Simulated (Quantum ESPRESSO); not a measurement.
Crystal: MgS (Niningerite).

```
S Mg
1.0
     0.00000    2.60165    2.60165
     2.60165    0.00000    2.60165
     2.60165    2.60165    0.00000
S Mg
1 1
Direct
  0.50000 0.50000 0.50000
  0.00000 0.00000 0.00000
```

Base run:

```yaml
Program: Quantum ESPRESSO 7.5
Functional: PBE
Potentials_or_basis: GBRV 1.5 PBE
Cutoff: 612 eV
Density_cutoff: 4898 eV
k_mesh: 6 × 6 × 6, shifted
Occupations: fermi-dirac, width 0.05 eV
Spin: no spin polarisation
```

Its results: pressure 1.0 GPa; electronic dielectric tensor (diagonal) 5.42.

Q: The run is repeated on the same cell with these changes: functional from PBE to BLYP. What comes out?

A: Pressure 3.8 GPa; electronic dielectric tensor (diagonal) 5.23.

BLYP binds less tightly than PBE, so the same cell stands under more pressure.

Caveats: the potentials were made for another functional, which shifts forces and pressure (some runs); the cell is more than 3 GPa from zero pressure, which shifts response properties (some runs).
